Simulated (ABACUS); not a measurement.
# PtS2 under changes of volume

One of the cells (18.261 Å³/atom); the others are scaled copies at fixed shape and fractional positions:

```
Pt S
1.0
     3.54320    0.00000    0.00000
    -1.77160    3.06850    0.00000
     0.00000    0.00000    5.03880
Pt S
1 2
Direct
  0.00000 0.00000 0.00000
  0.66667 0.33333 0.77300
  0.33333 0.66667 0.22700
```

- Program: ABACUS 3.10.1
- Functional: PBE
- Potentials or basis: PseudoDojo NC SR 0.4.1 PBE standard
- Cutoff: 1361 eV
- Density cutoff: 5442 eV
- Basis: TZDP LCAO (the cutoffs set its grid)
- k mesh: 9 × 9 × 5
- Occupations: fermi-dirac, width 0.05 eV
- Spin: no spin polarisation

```csv
volume (Å³/atom),energy over the lowest point (meV/atom),pressure (GPa),gap on the mesh (eV),largest force (eV/Å)
17.165,?,?,?,?
17.531,123.38,20.2,1.04,2.038
17.896,82.18,16.0,1.02,1.682
18.261,50.12,12.2,1.00,1.354
18.626,26.31,8.8,0.98,1.052
18.992,9.89,5.7,0.96,0.773
19.357,0.00,3.0,0.94,0.516
```

Task: What does the run at 17.165 Å³/atom give?

Result: Energy over the lowest point 174.76 meV/atom; pressure 24.9 GPa; gap on the mesh 1.07 eV; largest force 2.424 eV/Å.

Worked out: A Birch-Murnaghan fit of order 3 (a polynomial in V^(-2/3)) to the other rows has its minimum at 19.81 Å³/atom, just outside them, with B0 = V·E''(V) = 122 GPa and B' = 5.0 at fixed shape and positions, which overstates the stiffness. It gives 175.09 meV/atom at 17.165 Å³/atom, against the run's 174.76, and -dE/dV = 25.1 GPa, against 24.9. A straight line through the other rows of the gap, of slope -1.01 eV per unit of ln V, extrapolates to 1.06 eV, against the run's 1.07.

Energies are extrapolated to zero smearing.

Caveats: the atomic orbitals were generated for these runs and aren't a published set; spin-orbit coupling is left out, which moves the levels of the heavy elements; an odd mesh through Γ misses points on the zone boundary, where band edges often lie; the basis of atomic orbitals isn't converged, which shifts pressures, moduli and gaps; forces of over 1 eV/Å show positions far from the minimum, so gaps and moduli don't describe the material at rest (some runs).
